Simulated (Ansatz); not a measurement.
Here is an Ansatz 0.2.0 calculation.

The input input.yaml:

```yaml
crystal:
  lattice:
    - [3.04209, 0.0, 0.0]
    - [-1.52104, 2.63452, 0.0]
    - [0.0, 0.0, 2.69797]
  atoms:
    - { symbol: Ti, position: [0.0, 0.0, 0.5] }
    - { symbol: C, position: [0.33333, 0.66667, 0.0] }
hamiltonian:
  xc: pbe
  pseudopotentials: { kind: nc, accuracy: standard }
kpoints:
  mp_grid: { grid: [10, 10, 10] }
  band_path:
    path:
      - [[0.0, 0.0, 0.0], [0.5, 0.0, 0.0], [0.3333333333, 0.3333333333, 0.0], [0.0, 0.0, 0.0], [0.0, 0.0, 0.5], [0.5, 0.0, 0.5], [0.3333333333, 0.3333333333, 0.5], [0.0, 0.0, 0.5]]
      - [[0.5, 0.0, 0.5], [0.5, 0.0, 0.0]]
      - [[0.3333333333, 0.3333333333, 0.0], [0.3333333333, 0.3333333333, 0.5]]
    npoints: 14
scf:
  occupations: { method: fermi_dirac, width: 0.05 }
  n_extra_bands: 6
output:
  forces: true
  stress: true
  eigenvalues: true
  fatbands: false
```

Potentials or basis: PseudoDojo standard (PBE files).

The run is started by

```console
$ ansatz run input.yaml --threads 2 --pin off --max-ram 5632MiB --backend cpu --events-out ev --progress --plain --runs-dir out
```

Estimate the band gap on the k mesh.

none (metal or under the smearing width).

Predict the pressure.

0.1 GPa.

Levels at the corners of the path, in eV from the Fermi level:
```tsv
point	band 5	band 6	band 7	band 8	band 9	band 10	band 11	band 12
Γ	-12.00	-1.59	-1.59	-0.95	2.30	3.36	3.36	5.69
M	-9.60	-4.86	-0.75	-0.30	0.22	3.06	3.49	3.75
K	-9.29	-3.57	-3.26	-0.25	1.88	2.23	2.46	3.46
Γ	-12.00	-1.59	-1.59	-0.95	2.30	3.36	3.36	5.69
A	-8.86	-5.60	-0.50	-0.50	1.15	1.15	4.72	4.75
L	-8.79	-4.01	-2.57	-2.22	1.49	3.31	4.37	5.59
H	-8.57	-4.45	-3.73	-0.43	1.11	4.10	4.81	5.30
A	-8.86	-5.60	-0.50	-0.50	1.15	1.15	4.72	4.75
L	-8.79	-4.01	-2.57	-2.22	1.49	3.31	4.37	5.59
M	-9.60	-4.86	-0.75	-0.30	0.22	3.06	3.49	3.75
K	-9.29	-3.57	-3.26	-0.25	1.88	2.23	2.46	3.46
H	-8.57	-4.45	-3.73	-0.43	1.11	4.10	4.81	5.30
```
